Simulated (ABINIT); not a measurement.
# Sn in ABINIT: the effect of potentials

Crystal: Sn.

```
Sn
1.0
     0.00000    3.23334    3.23334
     3.23334    0.00000    3.23334
     3.23334    3.23334    0.00000
Sn
2
Direct
  0.75000 0.75000 0.75000
  0.50000 0.50000 0.50000
```

This isn't the form of Sn at room conditions, which is tetragonal (white tin).

Alike in all runs:

- Program: ABINIT 10.8.3 (patched build)
- Task: single point
- Functional: r2SCAN
- k mesh: 7 × 7 × 7
- Occupations: fermi-dirac, width 0.05 eV
- Spin: no spin polarisation

| potentials | cutoff | pressure (GPa) |
| --- | --- | --- |
| Ansatz PAW PBE default generated set, frozen core | 490 eV | 2.1 |
| JTH PAW PBE v2.0 | 707 eV | 2.0 |
| Ansatz NC r2SCAN | 1469 eV | 2.2 |
| SG15 NC PBE v1.2 | 707 eV | ? |
| PseudoDojo NC SR PBE v0.4.1 standard | 1170 eV | 1.4 |

**Question.** What does the run with potentials SG15 NC PBE v1.2 give?

**Answer.** Pressure 0.8 GPa.

Caveats: the PAW data sets were made with another functional, which shifts forces and pressure a little (some runs); the potentials were made for another functional, which shifts forces and pressure (some runs); a meta-GGA on potentials with a model core is unreliable (some runs).
